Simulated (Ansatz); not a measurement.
TiB2 under changes of volume

One of the cells (8.552 Å³/atom); the others are scaled copies at fixed shape and fractional positions:

```
Ti B
1.0
     3.02920    0.00000    0.00000
    -1.51460    2.62336    0.00000
     0.00000    0.00000    3.22840
Ti B
1 2
Cartesian
  0.0000 0.0000 0.0000
  1.5146 0.8745 1.6142
  0.0000 1.7489 1.6142
```

```yaml
Program: Ansatz 0.2.0
Functional: r2SCAN
Potentials_or_basis: Ansatz PAW
Cutoff: "500 eV (not typed: the program's choice for these potentials)"
k_mesh: 10 × 10 × 8
Occupations: fermi-dirac, width 0.05 eV
Spin: no spin polarisation
```

| volume (Å³/atom) | energy over the lowest point (meV/atom) | pressure (GPa) |
| --- | --- | --- |
| 8.039 | ? | ? |
| 8.210 | 9.34 | 10.3 |
| 8.381 | 1.63 | 4.3 |
| 8.552 | 0.00 | -1.1 |
| 8.723 | 3.89 | -6.1 |
| 8.894 | 12.79 | -10.5 |
| 9.065 | 26.23 | -14.6 |

**Question.** What does the run at 8.039 Å³/atom give?

**Answer.** Energy over the lowest point 23.76 meV/atom; pressure 16.9 GPa.

Worked out: A Birch-Murnaghan fit of order 3 (a polynomial in V^(-2/3)) to the other rows has its minimum at 8.51 Å³/atom with B0 = V·E''(V) = 263 GPa and B' = 3.9 at fixed shape and positions, which overstates the stiffness. It gives 23.76 meV/atom at 8.039 Å³/atom, against the run's 23.76, and -dE/dV = 16.9 GPa, against 16.9.

Energies are extrapolated to zero smearing.

Caveats: the PAW data sets come from PBE, with cores solved anew for the run's functional, which leaves a small shift of forces and pressure.
